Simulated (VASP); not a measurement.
**Al: relaxation of cell and atoms with LDA**

Al:

```xyz
2
Lattice="2.8125 0.0000 0.0000 -1.4062 2.4357 0.0000 0.0000 0.0000 4.8669" Properties=species:S:1:pos:R:3 pbc="T T T"
Al    0.0000    1.6238    1.2167
Al    1.4062    0.8119    3.6501
```

This isn't the form of Al at room conditions, which is fcc.

| Item | Value |
| --- | --- |
| Program | VASP 6.6.1 |
| Task | relaxation of cell and atoms |
| Functional | LDA |
| Potentials or basis | VASP PAW LDA potentials, release 64 (Al) |
| Cutoff | 600 eV |
| k mesh | 10 × 10 × 6 |
| Occupations | fermi-dirac, width 0.05 eV |
| Spin | no spin polarisation |
| Ladder | gaps |
| Further INCAR settings | ALGO = Fast; EDIFF = 1e-06; IBRION = 2; EDIFFG = -0.01; NSW = 40; ISIF = 3 |

```json
{"Relaxed volume": "15.95 Å³/atom", "Relaxed cell": "a = 2.821 Å, b = 2.821 Å, c = 4.629 Å, α = 90.00°, β = 90.00°, γ = 120.00°", "Space group after relaxing (to 0.05 Å)": "P6_3/mmc (No. 194)", "Energy gained by relaxing": "21.5 meV/atom", "Ionic steps": "7", "Pressure after relaxing": "0.0 GPa", "Band gap on the k mesh": "none (metal or under the smearing width)"}
```

Step by step:
```csv
step,energy change (eV),largest force (eV/Å),pressure (GPa),volume (Å³)
1,0.0000,0.0000,-2.75,33.34
2,-0.0265,0.0000,0.10,31.97
3,-0.0303,0.0000,1.45,31.43
4,-0.0384,0.0000,1.92,31.19
5,-0.0393,0.0000,1.79,31.25
6,-0.0429,0.0000,0.21,31.82
7,-0.0429,0.0000,0.00,31.90
```

Final structure:
```cif
data_structure
_symmetry_space_group_name_H-M 'P 1'
_symmetry_Int_Tables_number 1
_cell_length_a 2.8207
_cell_length_b 2.8207
_cell_length_c 4.6292
_cell_angle_alpha 90.000
_cell_angle_beta 90.000
_cell_angle_gamma 120.000
_cell_volume 31.90
loop_
_atom_site_label
_atom_site_type_symbol
_atom_site_fract_x
_atom_site_fract_y
_atom_site_fract_z
_atom_site_occupancy
Al1 Al 0.33333 0.66667 0.25000 1
Al2 Al 0.66667 0.33333 0.75000 1
```

Levels at points of the mesh, in eV from the Fermi level:
| k point | band 1 | band 2 | band 3 | band 4 | band 5 | band 6 | band 7 |
| --- | --- | --- | --- | --- | --- | --- | --- |
| (0.00, 0.00, 0.00) | -11.36 | -4.73 | -4.52 | 10.79 | 10.79 | 11.17 | 11.17 |
| (0.50, 0.00, 0.00) | -5.40 | -5.23 | 0.59 | 1.10 | 1.48 | 1.76 | 5.73 |
| (0.00, 0.00, 0.50) | -9.64 | -9.64 | 3.38 | 3.38 | 12.01 | 12.01 | 12.01 |
| (0.50, 0.00, 0.50) | -4.01 | -4.01 | -3.27 | -3.27 | 7.19 | 7.19 | 7.66 |

Wall time 27 s on 1 thread of Intel(R) Xeon(R) Platinum 8259CL CPU @ 2.50GHz (Skylake/Cascade Lake), on a shared host, peak memory 0.14 GiB.
